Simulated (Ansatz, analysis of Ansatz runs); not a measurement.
## Migration in TiO2 (I4_1/amd): H transfer from O to O, charge +1

Wanted: path and barrier of a jump of H in TiO2 (I4_1/amd) at charge +1. The case: H transfer from O to O, in a cell of 48 host atoms with 1 H put in.

Method: plane-wave PAW DFT, PBEsol; nudged elastic band between two relaxed defect structures at fixed charge in a uniform background, in Ansatz 0.2.0.

## Step 1: Starting point

The cell holds 49 atoms: 16 Ti, 32 O and 1 H. Cell: a = 7.538 Å, b = 7.538 Å, c = 9.558 Å, α = 90.0°, β = 90.0°, γ = 90.0°. It derives from TiO2 (space group I4_1/amd). Nearest the centre at fractional (0.375, 0.250, 0.375): H49 at 0.23 Å, O12 at 1.23 Å, O29 at 1.23 Å, Ti2 at 1.52 Å, Ti27 at 1.52 Å, O10 at 2.65 Å, O22 at 2.65 Å, O31 at 2.65 Å. The cell carries charge +1.

The cell's shortest repeat is 7.5 Å.

## Step 2: Relaxation of the start point, charge +1

A barrier is counted from a minimum, so both ends are relaxed first. Small random displacements break the symmetry of the ideal sites, so that the defect can distort if it gains by it. The charge of +1 is set by the electron count, and a uniform background keeps the cell neutral.

qp1_c48k1s.start/input.yaml reads:

```yaml
crystal:
  lattice:
    - [7.53758642, 0.0, 0.0]
    - [0.0, 7.53758642, 0.0]
    - [0.0, 0.0, 9.55830747]
  atoms:
    - { symbol: Ti, position: [0.0, 0.0, 0.0] }
    - { symbol: Ti, position: [0.25, 0.25, 0.5] }
    - { symbol: Ti, position: [0.0, 0.25, 0.25] }
    - { symbol: Ti, position: [0.25, 0.0, 0.75] }
    - { symbol: O, position: [0.0, 0.25, 0.45743051] }
    - { symbol: O, position: [0.25, 0.0, 0.95743051] }
    - { symbol: O, position: [0.0, 0.0, 0.20743051] }
    - { symbol: O, position: [0.25, 0.25, 0.70743051] }
    - { symbol: O, position: [0.0, 0.25, 0.04256949] }
    - { symbol: O, position: [0.25, 0.0, 0.54256949] }
    - { symbol: O, position: [0.0, 0.0, 0.79256949] }
    - { symbol: O, position: [0.25, 0.25, 0.29256949] }
    - { symbol: Ti, position: [0.0, 0.5, 0.0] }
    - { symbol: Ti, position: [0.25, 0.75, 0.5] }
    - { symbol: Ti, position: [0.0, 0.75, 0.25] }
    - { symbol: Ti, position: [0.25, 0.5, 0.75] }
    - { symbol: O, position: [0.0, 0.75, 0.45743051] }
    - { symbol: O, position: [0.25, 0.5, 0.95743051] }
    - { symbol: O, position: [0.0, 0.5, 0.20743051] }
    - { symbol: O, position: [0.25, 0.75, 0.70743051] }
    - { symbol: O, position: [0.0, 0.75, 0.04256949] }
    - { symbol: O, position: [0.25, 0.5, 0.54256949] }
    - { symbol: O, position: [0.0, 0.5, 0.79256949] }
    - { symbol: O, position: [0.25, 0.75, 0.29256949] }
    - { symbol: Ti, position: [0.5, 0.0, 0.0] }
    - { symbol: Ti, position: [0.75, 0.25, 0.5] }
    - { symbol: Ti, position: [0.5, 0.25, 0.25] }
    - { symbol: Ti, position: [0.75, 0.0, 0.75] }
    - { symbol: O, position: [0.5, 0.25, 0.45743051] }
    - { symbol: O, position: [0.75, 0.0, 0.95743051] }
    - { symbol: O, position: [0.5, 0.0, 0.20743051] }
    - { symbol: O, position: [0.75, 0.25, 0.70743051] }
    - { symbol: O, position: [0.5, 0.25, 0.04256949] }
    - { symbol: O, position: [0.75, 0.0, 0.54256949] }
    - { symbol: O, position: [0.5, 0.0, 0.79256949] }
    - { symbol: O, position: [0.75, 0.25, 0.29256949] }
    - { symbol: Ti, position: [0.5, 0.5, 0.0] }
    - { symbol: Ti, position: [0.75, 0.75, 0.5] }
    - { symbol: Ti, position: [0.5, 0.75, 0.25] }
    - { symbol: Ti, position: [0.75, 0.5, 0.75] }
    - { symbol: O, position: [0.5, 0.75, 0.45743051] }
    - { symbol: O, position: [0.75, 0.5, 0.95743051] }
    - { symbol: O, position: [0.5, 0.5, 0.20743051] }
    - { symbol: O, position: [0.75, 0.75, 0.70743051] }
    - { symbol: O, position: [0.5, 0.75, 0.04256949] }
    - { symbol: O, position: [0.75, 0.5, 0.54256949] }
    - { symbol: O, position: [0.5, 0.5, 0.79256949] }
    - { symbol: O, position: [0.75, 0.75, 0.29256949] }
    - { symbol: H, position: [0.39855, 0.25, 0.390478] }
total_charge: 1
basis:
  ecutwfc: 420
  xc_grid: 2
hamiltonian:
  xc: pbesol
kpoints:
  mp_grid: { grid: [1, 1, 1], shift: [0.25, 0.25, 0.25] }
scf:
  occupations: { method: fixed }
  max_iter: 100
output:
  forces: true
relax:
  f_tol: 0.02
  max_steps: 70
  random_displacement: { amplitude: 0.03, seed: 2819 }
```

Started as:

```
ansatz run input.yaml --threads 32 --pin off --max-ram 84787MiB --backend cuda --events-out ev --progress --plain --runs-dir out --max-vram 78GiB
```

Numbers of over 12 decimals in the logs are rounded to 6 here.

What it wrote:

```text
[... repeated set-up lines and file paths are left out, and long positions are rounded to six places ...]
The last accepted step is kept in <dir> (removed where the run ends without a failure and the disk answers)
Engine: ansatz 0.2.0, aarch64-unknown-linux-gnu
Pseudopotentials: kind: paw
Pseudopotential: Ti, paw, valence charge 12, recommended cutoff 420 eV (normal), Ti.paw.azcp
Pseudopotential: O, paw, valence charge 6, recommended cutoff 420 eV (normal), O.paw.azcp
Pseudopotential: H, paw, valence charge 1, recommended cutoff 420 eV (normal), H.paw.azcp
Functional definition: PBEsol
  exchange = pbesol_x
  correlation = pbesol_c
[...]
Crystal: 49 atoms, lattice volume = 543.057 Å³
Basis set: ecut = 420 eV, 10615 PW (Γ), exchange–correlation on 108×108×128 points (8 copies of the dense FFT grid, shifted against one another)
Bands: 241, of which v1, the nominal top of the filled ones, is band 192 counted from 1 (191 counted from 0)
Symmetry: 1 space group operations
k-points: 1
Non-local potential: Ti, projectors of the file, l = 0: 3, l = 1: 2, l = 2: 3, l = 3: 1
Non-local potential: O, projectors of the file, l = 0: 2, l = 1: 2, l = 2: 1
Non-local potential: H, projectors of the file, l = 0: 2, l = 1: 1
PAW form: soft (Blöchl's): semilocal exchange-correlation on the pseudo side does not see the compensation charge
PAW frozen core: Ti, regenerated for the run's functional, and the local potential with it (the file was generated under x = pbe(κ = 0.804, μ = 0.219515), c = pbe(β = 0.066725))
PAW frozen core: O, regenerated for the run's functional, and the local potential with it (the file was generated under x = pbe(κ = 0.804, μ = 0.219515), c = pbe(β = 0.066725))
PAW one-centre angular grid: Ti, 590 points (default); XC on 64 Gauss nodes
PAW one-centre angular grid: O, 110 points (default); XC on 64 Gauss nodes
PAW one-centre angular grid: H, 110 points (default); XC on 64 Gauss nodes
Initial density: superposition of atomic densities (neutral atoms scaled as one to the charged cell's electrons: chi_scale 0, normalization atom), corrected by the library's trained network
Initial wavefunctions: pseudopotential atomic-orbital guess
[...]
Functional: x = pbesol(κ = 0.804, μ = 0.123457), c = pbesol(β = 0.046)
SCF iter   1: F=—  HF=-57619.088888 eV  |F-HF|=—  |Δ(HF+E_count)|=         —  Δρ=1.61e-2  dr2=1.35e0  ethr=1.77e-3  ⟨swp⟩=3.0  Hψ=735  notcnv=0  defer=47
preconditioner: auto → Resta (q_TF=auto, 2.575 Å⁻¹)  ε∞=8.0  [insulator: Δε(μ)=2.425 eV  Ē_g=9.629 eV  n_scr=138 (ndim 8)  ℏωp=25.5 eV  f_vac=0.102  ε∞_Penn≈8.0]
SCF iter   2: F=—  HF=-57618.876180 eV  |F-HF|=—  |Δ(HF+E_count)|=   2.13e-1  Δρ=7.74e-3  dr2=2.95e-1  ethr=3.50e-4  ⟨swp⟩=3.0  Hψ=389  notcnv=0  defer=46
[...]
SCF iter   9: F=-57618.830521 eV  HF=-57618.830521 eV  |F-HF|=2.80e-7  |Δ(HF+E_count)|=   2.02e-6  Δρ=1.46e-5  dr2=1.36e-6  ethr=2.60e-9  ⟨swp⟩=4.0  Hψ=685  notcnv=0
SCF 1 converged in 9 iterations: F = -57618.830521 eV  dr2 = 1.36e-6
  greatest PAW one-centre occupation: 0.999 electrons in one spin orbital (limit 2), on the Ti atom at site 15 (counted from 0), in its partial waves of l = 0
relax step   1: F+E_penalty+E_count = -57618.83052122 eV  Δ(F+E_penalty+E_count) = +0.000e0 eV  max|allowed force component| = 7.984e0 eV/Å  Δτ_max = 0.0000 Å  (9 SCF iters, dr2 threshold 1.00e-5 eV, accepted)
[... the SCF cycles and remarks between the steps are left out from here to the last step ...]
relax step   2: F+E_penalty+E_count = -57620.54373351 eV  Δ(F+E_penalty+E_count) = -1.713e0 eV  max|allowed force component| = 3.776e0 eV/Å  Δτ_max = 0.1305 Å  (7 SCF iters, dr2 threshold 1.00e-4 eV, accepted)
relax step   3: F+E_penalty+E_count = -57620.69395818 eV  Δ(F+E_penalty+E_count) = -1.502e-1 eV  max|allowed force component| = 2.125e0 eV/Å  Δτ_max = 0.2000 Å  (8 SCF iters, dr2 threshold 1.00e-4 eV, accepted)
relax step   5: F+E_penalty+E_count = -57621.15476340 eV  Δ(F+E_penalty+E_count) = -6.959e-2 eV  max|allowed force component| = 3.199e0 eV/Å  Δτ_max = 0.1464 Å  (7 SCF iters, dr2 threshold 1.00e-4 eV, accepted)
relax step   8: F+E_penalty+E_count = -57621.65768213 eV  Δ(F+E_penalty+E_count) = -1.134e-1 eV  max|allowed force component| = 1.603e0 eV/Å  Δτ_max = 0.1935 Å  (6 SCF iters, dr2 threshold 5.04e-5 eV, accepted)
relax step  11: F+E_penalty+E_count = -57622.43403898 eV  Δ(F+E_penalty+E_count) = -3.318e-1 eV  max|allowed force component| = 1.029e0 eV/Å  Δτ_max = 0.1949 Å  (6 SCF iters, dr2 threshold 1.00e-4 eV, accepted)
relax step  14: F+E_penalty+E_count = -57623.07484588 eV  Δ(F+E_penalty+E_count) = -1.268e-1 eV  max|allowed force component| = 2.311e-1 eV/Å  Δτ_max = 0.2000 Å  (6 SCF iters, dr2 threshold 8.62e-5 eV, accepted)
relax step  17: F+E_penalty+E_count = -57623.10452486 eV  Δ(F+E_penalty+E_count) = -1.232e-2 eV  max|allowed force component| = 5.558e-2 eV/Å  Δτ_max = 0.0707 Å  (6 SCF iters, dr2 threshold 1.41e-5 eV, accepted)
[...]
SCF 19 converged in 9 iterations: F = -57623.104869 eV  dr2 = 1.98e-8
[...]
relax step  20: F+E_penalty+E_count = -57623.10532400 eV  Δ(F+E_penalty+E_count) = -4.550e-4 eV  max|allowed force component| = 2.174e-2 eV/Å  Δτ_max = 0.0077 Å  (7 SCF iters, accepted)
[...]
SCF converged after 5 iterations
[...]
[... 1 atom left out ...]
  atom  43  O      0.00008519    -0.00000480    -0.00074410
  [... 5 atoms left out ...]
  atom  49  H     -0.00013301    -0.00051031    -0.00079201
  max |Σ_I F_I| component: 2.56e-5 eV/Å
--- Relaxed structure (21 steps of the walk, 19 accepted, 0 SCFs on fresh bases) ---
  F+E_penalty+E_count = -57623.10535313 eV   max|allowed force component| = 2.858e-3 eV/Å
  atoms:
    - { symbol: Ti, position: [-0.002124, -0.005848, -0.002728] }
    - { symbol: Ti, position: [0.236854, 0.243030, 0.501552] }
    [... 7 atoms left out ...]
    - { symbol: O, position: [0.268821, -0.000994, 0.538820] }
    [... 1 atom left out ...]
    - { symbol: O, position: [0.250686, 0.239959, 0.294474] }
    [... 9 atoms left out ...]
    - { symbol: O, position: [0.234767, 0.497245, 0.541021] }
    [... 4 atoms left out ...]
    - { symbol: Ti, position: [0.498378, 0.243390, 0.237578] }
    [... 1 atom left out ...]
    - { symbol: O, position: [0.498067, 0.300951, 0.461714] }
    [... 1 atom left out ...]
    - { symbol: O, position: [0.498315, -0.005626, 0.206862] }
    [... 4 atoms left out ...]
    - { symbol: O, position: [0.745541, 0.239430, 0.294387] }
    [... 6 atoms left out ...]
    - { symbol: O, position: [0.498674, 0.495733, 0.203161] }
    [... 5 atoms left out ...]
    - { symbol: H, position: [0.498492, 0.432263, 0.469297] }
```

Elapsed: 8.2 s, on 1 × NVIDIA GB200 with 32 threads of Arm Neoverse V2, shared host; peak memory 1.2 GiB.

Relaxation path:

```
step  energy less that of the first step (eV)  largest force component (eV/Å)
   1                                   0.0000                          7.9836
   2                                  -1.7132                          3.7760
   3                                  -1.8634                          2.1251
   4                                  -2.2547                          1.4897
   5                                  -2.3242                          3.1992
   6                                  -2.5984                          0.5760
   7                                  -2.7138                          0.8977
   8                                  -2.8272                          1.6030
   9                                  -2.9924                          2.0039
  10                                  -3.2718                          1.7756
  11                                  -3.6035                          1.0287
  12                                  -3.8731                          0.6597
  13                                  -4.1176                          0.4578
  14                                  -4.2443                          0.2311
  15                                  -4.2151                          0.4432
  16                                  -4.2617                          0.2355
  17                                  -4.2740                          0.0556
  18                                  -4.2674                          0.0873
  19                                  -4.2743                          0.0631
  20                                  -4.2748                          0.0217
  21                                  -4.2748                          0.0029
```

Relaxation steps 15, 18 were tried and not accepted.

The atoms that moved most (Å, from the sites as typed, ahead of the random displacement, the mean shift of all atoms taken out):

```
atom      dx      dy      dz  length
 H49   0.752   1.371   0.755   1.737
 O29  -0.016   0.382   0.043   0.384
 O41  -0.016  -0.212  -0.017   0.213
 O34  -0.175  -0.011  -0.037   0.179
 O10   0.141  -0.010  -0.034   0.145
Ti27  -0.013  -0.052  -0.117   0.129
 O22  -0.116  -0.023  -0.013   0.119
 Ti2  -0.100  -0.055   0.017   0.115
```

Neighbours of H49 at the end:

```
atom  distance (Å)
 O29         0.992
 O46         2.151
 O22         2.159
 O41         2.190
Ti26         2.448
 Ti2         2.453
 O43         2.588
Ti27         2.633
```

This step gave:

```yaml
free_energy: -57623.1054 eV
r_m_s_move_of_the_farther_half_of_the_atoms: 0.02632 Å
largest_move_from_the_ideal_geometry_of_this_structure_a_common_shift_of_the_far_atoms_taken_out: 1.771 Å
```

The relaxation gained 4.275 eV and ended with a largest force component of 0.0029 eV/Å.

## Step 3: Relaxation of the end point, charge +1

The end point is relaxed in the same cell and settings, so that the two energies compare. Atoms more than 3.2 Å from the middle of the hop start where the first relaxation left them, the nearer ones on or close to their ideal places, with small random displacements.

qp1_c48k1s.end/input.yaml reads:

```yaml
crystal:
  lattice:
    - [7.53758642, 0.0, 0.0]
    - [0.0, 7.53758642, 0.0]
    - [0.0, 0.0, 9.55830747]
  atoms:
    - { symbol: Ti, position: [-0.00045154, -0.00287581, -0.00089112] }
    - { symbol: Ti, position: [0.25, 0.25, 0.5] }
    - { symbol: Ti, position: [0.0, 0.25, 0.25] }
[... 1 atom line left out ...]
    - { symbol: O, position: [0.0, 0.25, 0.45743051] }
[... 4 atom lines left out ...]
    - { symbol: O, position: [0.25, 0.0, 0.54256949] }
[... 1 atom line left out ...]
    - { symbol: O, position: [0.25, 0.25, 0.29256949] }
[... 9 atom lines left out ...]
    - { symbol: O, position: [0.25, 0.5, 0.54256949] }
[... 4 atom lines left out ...]
    - { symbol: Ti, position: [0.5, 0.25, 0.25] }
[... 1 atom line left out ...]
    - { symbol: O, position: [0.5, 0.25, 0.45743051] }
[... 1 atom line left out ...]
    - { symbol: O, position: [0.5, 0.0, 0.20743051] }
[... 4 atom lines left out ...]
    - { symbol: O, position: [0.75, 0.25, 0.29256949] }
[... 6 atom lines left out ...]
    - { symbol: O, position: [0.5, 0.5, 0.20743051] }
[... 5 atom lines left out ...]
    - { symbol: H, position: [0.35145, 0.25, 0.359522] }
total_charge: 1
basis:
  ecutwfc: 420
  xc_grid: 2
hamiltonian:
  xc: pbesol
kpoints:
  mp_grid: { grid: [1, 1, 1], shift: [0.25, 0.25, 0.25] }
scf:
  occupations: { method: fixed }
  max_iter: 100
output:
  forces: true
relax:
  f_tol: 0.02
  max_steps: 70
  random_displacement: { amplitude: 0.01, seed: 2819 }
```

What it wrote:

```text
[...]
Crystal: 49 atoms, lattice volume = 543.057 Å³
Basis set: ecut = 420 eV, 10615 PW (Γ), exchange–correlation on 108×108×128 points (8 copies of the dense FFT grid, shifted against one another)
Bands: 241, of which v1, the nominal top of the filled ones, is band 192 counted from 1 (191 counted from 0)
Symmetry: 1 space group operations
k-points: 1
[...]
SCF iter   1: F=—  HF=-57619.131971 eV  |F-HF|=—  |Δ(HF+E_count)|=         —  Δρ=1.62e-2  dr2=1.37e0  ethr=1.77e-3  ⟨swp⟩=3.0  Hψ=734  notcnv=0  defer=47
[...]
SCF iter   2: F=—  HF=-57618.916344 eV  |F-HF|=—  |Δ(HF+E_count)|=   2.16e-1  Δρ=7.75e-3  dr2=2.97e-1  ethr=3.56e-4  ⟨swp⟩=3.0  Hψ=390  notcnv=0  defer=45
[...]
SCF iter   9: F=-57618.869892 eV  HF=-57618.869891 eV  |F-HF|=2.54e-7  |Δ(HF+E_count)|=   2.16e-6  Δρ=1.51e-5  dr2=1.46e-6  ethr=2.60e-9  ⟨swp⟩=4.0  Hψ=685  notcnv=0
SCF 1 converged in 9 iterations: F = -57618.869892 eV  dr2 = 1.46e-6
[...]
[... 1 atom left out ...]
  atom  43  O     -0.00164790    -0.00068731     0.00033775
  [... 5 atoms left out ...]
  atom  49  H     -0.00106783     0.00530167     0.00029633
  max |Σ_I F_I| component: 2.12e-5 eV/Å
--- Relaxed structure (20 steps of the walk, 19 accepted, 0 SCFs on fresh bases) ---
  F+E_penalty+E_count = -57623.10659571 eV   max|allowed force component| = 6.417e-3 eV/Å
  atoms:
    - { symbol: Ti, position: [0.002355, -0.003701, 0.000130] }
    - { symbol: Ti, position: [0.251393, 0.242440, 0.512096] }
    [... 7 atoms left out ...]
    - { symbol: O, position: [0.251567, -0.006511, 0.542773] }
    [... 1 atom left out ...]
    - { symbol: O, position: [0.251969, 0.299553, 0.287736] }
    [... 9 atoms left out ...]
    - { symbol: O, position: [0.251119, 0.494816, 0.546592] }
    [... 4 atoms left out ...]
    - { symbol: Ti, position: [0.512599, 0.240232, 0.248157] }
    [... 1 atom left out ...]
    - { symbol: O, position: [0.499050, 0.239552, 0.455370] }
    [... 1 atom left out ...]
    - { symbol: O, position: [0.481221, -0.002289, 0.211342] }
    [... 4 atoms left out ...]
    - { symbol: O, position: [0.751832, 0.235869, 0.292309] }
    [... 6 atoms left out ...]
    - { symbol: O, position: [0.515419, 0.496084, 0.208325] }
    [... 5 atoms left out ...]
    - { symbol: H, position: [0.252451, 0.430853, 0.280091] }
```

Elapsed: 9.1 s, on 1 × NVIDIA GB200 with 32 threads; peak memory 1.2 GiB.

Relaxation path:

```
step  energy less that of the first step (eV)  largest force component (eV/Å)
   1                                   0.0000                          7.3942
   2                                  -1.6846                          3.3956
   3                                  -1.9042                          1.7543
   4                                  -2.2617                          1.4699
   5                                  -2.2565                          1.8414
   6                                  -2.4731                          0.4182
   7                                  -2.5135                          0.2925
   8                                  -2.5692                          0.5419
   9                                  -2.6732                          0.7289
  10                                  -2.8473                          0.8580
  11                                  -3.0521                          1.2037
  12                                  -3.4184                          0.8398
  13                                  -3.7260                          1.0528
  14                                  -3.9834                          0.6069
  15                                  -4.1570                          0.4434
  16                                  -4.2230                          0.1882
  17                                  -4.2355                          0.0930
  18                                  -4.2363                          0.0351
  19                                  -4.2366                          0.0227
  20                                  -4.2367                          0.0064
```

Relaxation step 5 was tried and not accepted.

The atoms that moved most (Å, from the sites as typed, ahead of the random displacement):

```
atom      dx      dy      dz  length
 H49  -0.747   1.362  -0.759   1.729
 O12   0.014   0.373  -0.046   0.376
 O24   0.014  -0.220   0.013   0.221
 O34   0.169  -0.055   0.052   0.186
  O7   0.177  -0.004   0.049   0.184
 O41   0.014   0.156   0.012   0.158
 O31  -0.142  -0.018   0.038   0.148
 Ti2   0.010  -0.058   0.116   0.130
```

Neighbours of H49 at the end:

```
atom  distance (Å)
 O12         0.992
 O43         2.154
 O19         2.157
 O24         2.186
Ti27         2.450
 Ti3         2.453
 O22         2.593
 Ti2         2.633
```

Read from the output:

```
free energy                                                                                       : -57623.1066 eV
r.m.s. move of the farther half of the atoms                                                      : 0.02744 Å
largest move from the ideal geometry of this structure, a common shift of the far atoms taken out : 1.766 Å
```

The relaxation gained 4.237 eV and ended with a largest force component of 0.0064 eV/Å. The end lies 0.001 eV below the start.

[end of part 1 of 2]

[Logs are printed without paths, hosts, clocks, repeated set-up lines and the standing remarks that a program may print on its own settings, such as how far it seeks lower states.]

[Hosts, paths, dates, database ids (printed as entryN), source tags and the programs' standing remarks are cut or masked in the printed files.]
